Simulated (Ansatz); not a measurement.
# B: the cost of one run

Computed with Ansatz 0.2.0 (DFT PBEsol, scalar-relativistic, plane waves, PAW, unless a step's input says otherwise).

### 1 Starting point

The structure is trigonal, space group R-3m (No. 166). Conventional cell: a = 2.266 Å, b = 2.266 Å, c = 16.425 Å, α = 90.00°, β = 90.00°, γ = 120.00°. Around B (site symmetry -3m) lie 12 B at 2.25 to 2.27 Å. B (site symmetry 3m) is surrounded by 12 B at 2.25 to 2.27 Å.

Structure file:

```xyz
3
Lattice="1.1328 0.6540 5.4749 -1.1328 0.6540 5.4749 0.0000 -1.3081 5.4749" Properties=species:S:1:pos:R:3 pbc="T T T"
B     0.0000    0.0000    0.0000
B     0.0000    0.0000    3.6499
B     0.0000    0.0000   12.7747
```

This is candidate A: samarium (9R) type (R-3m, No. 166).

(A quick probe on a coarse mesh, which set the mesh and smearing, is not shown.)

### 3 Coarse relaxation (candidate A)

File input.yaml:

```yaml
crystal:
  lattice:
    - [1.1328233616, 0.6540358727, 5.4748642246]
    - [-1.1328233616, 0.6540358727, 5.4748642246]
    - [0.0, -1.3080717455, 5.4748642246]
  atoms:
    - { symbol: B, position: [0.0, 0.0, 0.0] }
    - { symbol: B, position: [0.22222, 0.22222, 0.22222] }
    - { symbol: B, position: [0.77778, 0.77778, 0.77778] }
basis:
  ecutwfc: 420
kpoints:
  mp_grid: { grid: [9, 9, 9] }
hamiltonian:
  xc: pbesol
scf:
  occupations: { method: gaussian, width: 0.1 }
  lower_state_search: "off"
output:
  forces: true
  stress: true
  eigenvalues: true
relax:
  adjacent_minimum: "off"
  f_tol: 0.04
  max_steps: 70
  cell: { stress_tol: 0.4 }
```

**Question.** How long does this run take on 1 thread of an x86-64 CPU, shared host, and how much memory does it need?

About 49 s, with a peak of 0.47 GiB.
